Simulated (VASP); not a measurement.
Write the native input for VASP 6.6.1 that does the following.

| Item | Value |
| --- | --- |
| Task | relaxation of cell and atoms |
| Functional | LDA |
| Potentials or basis | VASP PAW LDA potentials, release 64 (Te, Sr_sv) |
| Cutoff | 600 eV |
| k mesh | 8 × 8 × 8 |
| Occupations | gaussian, width 0.03 eV |
| Spin | no spin polarisation |
| Further INCAR settings | ALGO = Normal; EDIFF = 1e-07; IBRION = 2; EDIFFG = -0.005; NSW = 90; ISIF = 3 |

The structure of SrTe lies in POSCAR:

```
SrTe                                    
1.0
    0.0000000000      3.2677274058      3.2677274058
    3.2677274058      0.0000000000      3.2677274058
    3.2677274058      3.2677274058      0.0000000000
  Te              Sr            
     1     1
Direct
     0.5000000000000000    0.5000000000000000    0.5000000000000000
     0.0000000000000000    0.0000000000000000    0.0000000000000000
```

The cell was built by a generator and needn't be a form met in nature.

One way to write it, as run:

INCAR

```
PREC = Accurate ; ENCUT = 600
EDIFF = 1E-7 ; ISMEAR = 0
SIGMA = 0.03 ; LREAL = F
LASPH = T ; NELM = 80
ALGO = Normal ; ISIF = 3
LWAVE = F ; LCHARG = F
IBRION = 2 ; NSW = 90
EDIFFG = -0.005
```

KPOINTS

```
Automatic mesh
0
Gamma
  8 8 8
```

Potentials or basis: VASP PAW LDA potentials, release 64 (Te, Sr_sv).

Command:

```bash
$ cat potpaw_LDA.64/Te/POTCAR potpaw_LDA.64/Sr_sv/POTCAR > POTCAR
$ mpirun -np 1 vasp_std > vasp.out
```

It gave:

```json
{
  "Pressure after relaxing": "0.0 GPa",
  "Band gap on the k mesh": "1.42 eV, indirect (least direct gap 2.20 eV)"
}
```

Caveat: the relaxation stopped at its first step, so nothing moved; spin-orbit coupling is left out, which moves the levels of the heavy elements.

Run time: 18 s on 1 thread of Intel(R) Xeon(R) Platinum 8488C (Sapphire Rapids), on a shared host, peak memory 0.2 GiB.
